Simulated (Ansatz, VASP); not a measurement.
## BAs: VASP beside Ansatz

File INCAR:

```
SYSTEM = BAs
PREC = Accurate
ENCUT = 520
EDIFF = 1E-7
ISMEAR = -1
SIGMA = 0.05
LREAL = .False.
LASPH = .True.
NELM = 80
ALGO = Normal
ISIF = 2
LWAVE = .False.
LCHARG = .True.
GGA = PE
LELF = .True.
LVHAR = .True.
NBANDS = 11
```

File KPOINTS:

```
regular mesh
0
Gamma
  14 14 14
  0 0 0
```

The input POSCAR:

```
BAs
1.0
    0.0000000000      2.3221249178      2.3221249178
    2.3221249178      0.0000000000      2.3221249178
    2.3221249178      2.3221249178      0.0000000000
B As
1 1
Direct
    0.0000000000      0.0000000000      0.0000000000
    0.5000000000      0.5000000000      0.5000000000
```

Input for Ansatz:

```yaml
crystal:
  lattice:
    - [0.0, 2.3221249178, 2.3221249178]
    - [2.3221249178, 0.0, 2.3221249178]
    - [2.3221249178, 2.3221249178, 0.0]
  atoms:
    - { symbol: B, position: [0.0, 0.0, 0.0] }
    - { symbol: As, position: [0.5, 0.5, 0.5] }
kpoints:
  mp_grid: { grid: [14, 14, 14] }
scf:
  occupations: { method: fermi_dirac, width: 0.05 }
hamiltonian:
  xc: pbe
  pseudopotentials: { kind: all_electron, lapw: { basis_error: 0.0005 } }
output:
  forces: true
  stress: true
  eigenvalues: true
```

Change from the starting cell: volume scaled by 1.02.

Alike in both runs: task single point; functional PBE; k mesh 14 × 14 × 14; occupations fermi-dirac, width 0.05 eV; no spin polarisation.

|  | VASP | Ansatz |
| --- | --- | --- |
| version | VASP 6.6.1 | Ansatz 0.2.0 |
| potentials or method | VASP PAW PBE potentials, release 64 (B, As) | all-electron LAPW, scalar-relativistic |
| plane-wave cutoff (eV) | 520 | see its input |

```csv
,VASP,Ansatz,Ansatz less VASP
pressure (GPa),-2.2,-2.4,-0.29
```

Ansatz ran all-electron here, so the differences hold the error of VASP's frozen core and of both bases.
